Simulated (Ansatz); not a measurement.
# NiSi: strain energy, fitted

NiSi, Pmmn, a = 2.995 Å, b = 3.235 Å, c = 4.672 Å. This isn't the usual stable structure of the compound. Ansatz: PBEsol, PAW, 420 eV, Γ-centred 18×16×12 mesh on 4 atoms, Gaussian smearing 0.10 eV; no spin polarisation. Series: strain along c alone, the other axes held, atoms relaxed; x is the strain in per cent. y is the free energy over the unstrained cell, V0 = 11.315 Å³/atom.

| x (%) | y (meV/atom) |
| --- | --- |
| -4.5 | 35.96 |
| -3.0 | 14.90 |
| -1.5 | ? |
| 0.0 | 0.00 |
| 1.5 | 3.38 |
| 3.0 | 12.32 |
| 4.5 | 25.81 |

Problem. Fit y = c2 x² + c3 x³ to the other rows, turn c2 into a modulus, and predict the missing energy.

Solution. Least squares on the rows shown. y = 1.5234 x² − 0.055028 x³. In eV per unit strain² c2 is 15.23; this is C33 with relaxed ions (E = ½ C33 V0 ε²): 2 × 15.23 × 160.2 / (11.315) = 431 GPa. The unstrained cell keeps some stress along the strain, worth a slope of 0.13 meV/atom per %, which the form leaves out. At x = -1.5 the fit asked for gives 3.61 meV/atom. The run gave 3.40 meV/atom, so the fit is 0.21 meV/atom too high, within twice the rms miss on the fitted rows (0.16 meV/atom).